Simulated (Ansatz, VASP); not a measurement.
# One calculation of Ti, two programs

File INCAR:

```
SYSTEM = Ti
  PREC = Accurate
  ENCUT = 520
  EDIFF = 1E-7
  ISMEAR = 0
  SIGMA = 0.1
  LREAL = .False.
  LASPH = .True.
  NELM = 80
  ALGO = Normal
  ISIF = 2
  LWAVE = .False.
  LCHARG = .False.
  GGA = PE
  NBANDS = 19
```

The input KPOINTS:

```
Automatic mesh
0
Gamma
  12 12 8
  0 0 0
```

File POSCAR:

```
Ti
1.0
    2.9385821062      0.0000000000      0.0000000000
   -1.4692910531      2.5448867551      0.0000000000
    0.0000000000      0.0000000000      4.6504271808
Ti
2
Direct
    0.3333333333      0.6666666667      0.2500000000
    0.6666666667      0.3333333333      0.7500000000
```

Input for Ansatz:

```yaml
crystal:
  lattice:
    - [2.9385821062, 0.0, 0.0]
    - [-1.4692910531, 2.5448867551, 0.0]
    - [0.0, 0.0, 4.6504271808]
  atoms:
    - { symbol: Ti, position: [0.3333333333, 0.6666666667, 0.25] }
    - { symbol: Ti, position: [0.6666666667, 0.3333333333, 0.75] }
basis:
  ecutwfc: 420
kpoints:
  mp_grid: { grid: [12, 12, 8] }
hamiltonian:
  xc: pbe
scf:
  occupations: { method: gaussian, width: 0.1 }
output:
  forces: true
  stress: true
  eigenvalues: true
```

Alike in both runs: task single point; functional PBE; k mesh 12 × 12 × 8; occupations gaussian, width 0.1 eV; no spin polarisation.

```csv
,VASP,Ansatz
version,VASP 6.6.1,Ansatz 0.2.0
potentials or method,"VASP PAW PBE potentials, release 64 (Ti_sv)","scalar-relativistic, plane waves, PAW"
plane-wave cutoff (eV),520,420
valence electrons in the cell,24,24
```

Ansatz gave:

* gap on the k mesh at the Fermi level (eV): none
* pressure (GPa): 0.0
* largest component of the traceless stress (GPa): 0.11

What did VASP give for the same quantities?

gap on the k mesh at the Fermi level (eV): none; pressure (GPa): -0.2; largest component of the traceless stress (GPa): 0.11.

A gap of «none» marks a metal or a gap that the smearing closes.
